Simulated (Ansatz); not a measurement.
Te2Mo:

```
Te Mo
1.0
     3.51820    0.00000    0.00000
    -1.75910    3.04685    0.00000
     0.00000    0.00000   13.97360
Te Mo
4 2
Cartesian
  1.7591 1.0156 5.2960
  0.0000 2.0312 12.2828
  1.7591 1.0156 1.6908
  0.0000 2.0312 8.6776
  1.7591 1.0156 10.4802
  0.0000 2.0312 3.4934
```

Below is the output of Ansatz 0.2.0 for this cell. Logs are shortened: lines on timing, memory, paths and dates and some standing lists are left out, and cuts for length are marked.

```text
Warning: output.stress: scf.convergence.dr2_threshold = 1e-7 eV (the SCF's general default) is looser than the 6e-10 eV advised for a printed stress (1e-10 eV for each atom of the cell: 6). What an SCF threshold leaves in a stress goes as its square root, and in the free energy as the threshold itself, and one threshold admits the most on a small cell: of the crystals measured, under no hybrid functional and no lock of the moments, on runs that ended without the residual-converged pass, on stresses that held no estimate of that error, the worst erred by over 100 MPa in a component at 1e-7 eV an atom and by under 5 at 1e-10. Set scf.convergence.dr2_threshold to 6e-10 eV or tighter. The threshold is an SCF's pass mark: one that does not reach it within its budget of iterations ends unconverged, or closes short of it on a stop that the run arms, and scf.convergence.dr2_threshold's page says what that costs each kind of run
Warning: output.stress: scf.exx.energy_threshold = 1e-6 eV is looser than the 6e-8 eV advised for a stress under a hybrid functional (1e-8 eV for each atom of the cell: 6). Every SCF of the exchange loop can meet its threshold on dr2 while the loop round them stops early: no threshold on dr2 bounds what that leaves in the stress. Set scf.exx.energy_threshold to 6e-8 eV or tighter. The threshold is the loop's pass mark: a loop that does not reach it within its budget of cycles ends unconverged, and scf.exx.energy_threshold's page has the law
Warning: RAYON_NUM_THREADS=2 ignored (pool sized by the plan → 2); use --threads N
Engine: ansatz 0.2.0, aarch64-unknown-linux-gnu
Pseudopotentials: kind: paw
Pseudopotential: Te, paw, valence charge 16, recommended cutoff 420 eV (normal), Te.paw.azcp
Pseudopotential: Mo, paw, valence charge 14, recommended cutoff 420 eV (normal), Mo.paw.azcp
Functional definition: HSE06
  parameter a = 0.25
  parameter omega = 0.11/bohr
[... 89 lines left out ...]
  atom   6  Mo     0.00000000     0.00000000     0.00000000
  max |Σ_I F_I| component: 5.55e-17 eV/Å
--- Stress (GPa, compression-positive) ---
       -0.548488       0.000000       0.000000
       -0.000000      -0.548488       0.000000
        0.000000       0.000000      -0.406725
  P = ⅓ Tr σ = -0.5012 GPa (-5.012 kbar)
--- Band table (eV; the first three rows and the last of 5) ---
  k-point 0: bands = ["-52.6889", "-52.6888", "-27.0570", "-27.0570", "-27.0565", "-27.0565", "-27.0430", "-27.0430", "-27.0427", "-27.0427", "-26.9807", "-26.9807", "-26.9789", "-26.9789", "-26.9667", "-26.9667", "-26.9650", "-26.9650", "-26.9547", "-26.9531", "-26.9444", "-26.9427", "-25.4509", "-25.4507", "-25.2689", "-25.2689", "-25.2689", "-25.2689", "-2.2208", "-1.8593", "-1.2498", "-0.6729", "5.5531", "7.0101", "8.6685", "10.0190", "10.0190", "10.0372", "10.0372", "10.9700", "10.9700", "10.9901", "11.0115", "11.0115", "11.7095", "12.1741", "15.6554", "15.6554", "15.7994", "15.7994", "15.9156", "15.9156", "16.2093", "16.2093", "18.7134", "19.1092"]
  k-point 1: bands = ["-52.6845", "-52.6844", "-27.0527", "-27.0523", "-27.0513", "-27.0509", "-27.0479", "-27.0476", "-27.0347", "-27.0345", "-26.9845", "-26.9825", "-26.9824", "-26.9813", "-26.9786", "-26.9771", "-26.9677", "-26.9658", "-26.9507", "-26.9499", "-26.9396", "-26.9384", "-25.4204", "-25.4201", "-25.3352", "-25.3351", "-25.2819", "-25.2819", "-1.6077", "-1.2572", "-0.8002", "-0.2860", "6.2033", "7.5825", "8.3181", "8.7723", "8.9074", "9.4421", "10.2695", "10.3454", "10.5056", "10.5661", "10.5797", "11.0322", "11.4491", "11.5467", "14.1662", "14.6214", "14.6747", "14.8554", "15.1906", "15.2255", "15.9057", "16.3277", "19.3564", "19.9885"]
  k-point 2: bands = ["-52.6773", "-52.6773", "-27.0688", "-27.0683", "-27.0449", "-27.0445", "-27.0337", "-27.0335", "-27.0215", "-27.0214", "-26.9925", "-26.9913", "-26.9901", "-26.9881", "-26.9846", "-26.9842", "-26.9694", "-26.9671", "-26.9460", "-26.9459", "-26.9319", "-26.9309", "-25.4413", "-25.4411", "-25.3717", "-25.3714", "-25.3029", "-25.3028", "-0.1918", "0.0548", "0.2232", "0.5079", "6.1076", "6.4227", "7.0144", "7.2239", "7.6157", "8.5165", "9.4115", "9.5211", "9.8347", "10.3288", "10.7495", "11.0233", "11.3241", "11.5618", "13.9488", "13.9681", "14.1250", "14.4558", "15.2210", "16.0470", "16.6897", "16.7210", "16.9887", "17.8788"]
  k-point 4: bands = ["-52.6751", "-52.6751", "-27.0681", "-27.0679", "-27.0386", "-27.0380", "-27.0319", "-27.0316", "-27.0258", "-27.0256", "-27.0019", "-27.0000", "-26.9907", "-26.9900", "-26.9753", "-26.9753", "-26.9728", "-26.9703", "-26.9462", "-26.9460", "-26.9299", "-26.9294", "-25.4373", "-25.4373", "-25.3569", "-25.3568", "-25.3450", "-25.3449", "0.4162", "0.5296", "0.6761", "0.7903", "6.1923", "6.4290", "6.7743", "6.8696", "7.9484", "8.4728", "8.5517", "8.7698", "8.9983", "9.3243", "9.9376", "10.2471", "11.6568", "11.9215", "13.7586", "13.8925", "14.2065", "14.6233", "14.7772", "15.2424", "16.0913", "17.2081", "17.2688", "17.4708"]
```

Task: What input gives this log?

Result: Single point with HSE06, no spin polarisation. The files as run (others can give the same):

input.yaml
```yaml
crystal:
  lattice:
    - [3.5182, 0.0, 0.0]
    - [-1.7591, 3.0468505756, 0.0]
    - [0.0, 0.0, 13.9736]
  atoms:
    - { symbol: Te, position: [0.6666666667, 0.3333333333, 0.379] }
    - { symbol: Te, position: [0.3333333333, 0.6666666667, 0.879] }
    - { symbol: Te, position: [0.6666666667, 0.3333333333, 0.121] }
    - { symbol: Te, position: [0.3333333333, 0.6666666667, 0.621] }
    - { symbol: Mo, position: [0.6666666667, 0.3333333333, 0.75] }
    - { symbol: Mo, position: [0.3333333333, 0.6666666667, 0.25] }
hamiltonian:
  xc: hse06
  pseudopotentials: { kind: paw }
kpoints:
  mp_grid: { grid: [5, 5, 1] }
scf:
  occupations: { method: fermi_dirac, width: 0.05 }
output:
  forces: true
  stress: true
  eigenvalues: true
```

Potentials or basis: Ansatz PAW.
Run with:
```console
$ ansatz run input.yaml --threads 2 --pin off --max-ram 5632MiB --backend cpu --events-out ev --progress --plain --runs-dir out
```

Caveat: the k mesh is coarse (spacing up to 0.45 Å⁻¹), so the values aren't converged, least of all with exact exchange; odd divisions of the mesh miss points on the zone boundary, where band edges often lie, so the gap on the mesh can be too wide; spin-orbit coupling is left out, which moves the levels of the heavy elements; this functional lacks dispersion, which binds the layers, so the pressure and a relaxed spacing across them are unreliable; the PAW data sets come from PBE, with cores solved anew for the run's functional, which leaves a small shift of forces and pressure; the thresholds are loose for stress.
